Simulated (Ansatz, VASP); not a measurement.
HfC: VASP beside Ansatz

```
CELL_PARAMETERS angstrom
0.00000 2.32500 2.32500
2.32500 0.00000 2.32500
2.32500 2.32500 0.00000
ATOMIC_POSITIONS crystal
Hf 0.50000 0.50000 0.50000
C 0.00000 0.00000 0.00000
```

Alike in both runs: task band structure; functional HSE03; k mesh 5 × 5 × 5; occupations fermi-dirac, width 0.05 eV; no spin polarisation.

```csv
,VASP,Ansatz
version,VASP 6.6.1,Ansatz 0.2.0
potentials or method,"VASP PAW PBE potentials, release 64 (Hf_pv, C)",Ansatz PAW
plane-wave cutoff (eV),520,420
valence electrons in the cell,14,30
```

```csv
,VASP,Ansatz,Ansatz less VASP
gap on the k mesh at the Fermi level (eV),none,none,-
pressure (GPa),-3.4,-0.6,+2.85
```

A gap of «none» marks a metal or a gap that the smearing closes. The functional is the same, so the differences come from potentials, cutoffs and numerics. The two sets of potentials don't hold the same shells in valence.

Caveats: the k mesh is coarse (spacing up to 0.47 Å⁻¹), so the values aren't converged, least of all with exact exchange; spin-orbit coupling is left out, which moves the levels of the heavy elements; the PAW data sets were made with another functional, which shifts forces and pressure a little (VASP); the PAW data sets come from PBE, with cores solved anew for the run's functional, which leaves a small shift of forces and pressure (Ansatz); the thresholds are loose for stress (Ansatz).
